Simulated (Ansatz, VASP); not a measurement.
CdSe: VASP beside Ansatz

INCAR

```
SYSTEM = CdSe
PREC = Accurate
ENCUT = 520
EDIFF = 1E-6
ISMEAR = 0
SIGMA = 0.01
LREAL = .False.
LASPH = .True.
NELM = 60
ALGO = Normal
ISIF = 2
LWAVE = .False.
LCHARG = .False.
GGA = PE
NBANDS = 16
```

File KPOINTS:

```
regular mesh
0
Gamma
  8 8 8
  0 0 0
```

POSCAR

```
CdSe
1.0
    0.0000000000      3.0385000000      3.0385000000
    3.0385000000      0.0000000000      3.0385000000
    3.0385000000      3.0385000000      0.0000000000
Cd Se
1 1
Direct
    0.0000000000      0.0000000000      0.0000000000
    0.2500000000      0.2500000000      0.2500000000
```

Input for Ansatz:

```yaml
crystal:
  lattice:
    - [0.0, 3.0385, 3.0385]
    - [3.0385, 0.0, 3.0385]
    - [3.0385, 3.0385, 0.0]
  atoms:
    - { symbol: Cd, position: [0.0, 0.0, 0.0] }
    - { symbol: Se, position: [0.25, 0.25, 0.25] }
scf:
  occupations: { method: fixed }
  n_extra_bands: 6
output:
  forces: true
  stress: true
  eigenvalues: true
  write_density: true
  write_potential: true
  elf: true
  volumetric_format: npy
kpoints:
  mp_grid: { grid: [8, 8, 8] }
hamiltonian:
  xc: pbe
```

Alike in both runs: task single point; functional PBE; k mesh 8 × 8 × 8; no spin polarisation.

```csv
,VASP,Ansatz
version,VASP 6.6.1,Ansatz 0.2.0
potentials or method,"VASP PAW PBE potentials, release 64 (Cd, Se)","scalar-relativistic, plane waves, PAW"
plane-wave cutoff (eV),520,420
occupations,"gaussian, width 0.01 eV",fixed
valence electrons in the cell,18,36
```

|  | VASP | Ansatz | Ansatz less VASP |
| --- | --- | --- | --- |
| gap on the k mesh at the Fermi level (eV) | 0.61 | 0.61 | 0.000 |
| least direct gap on the mesh (eV) | 0.61 | 0.61 | 0.000 |
| pressure (GPa) | 3.3 | 3.0 | -0.34 |

The two sets of potentials don't hold the same shells in valence.
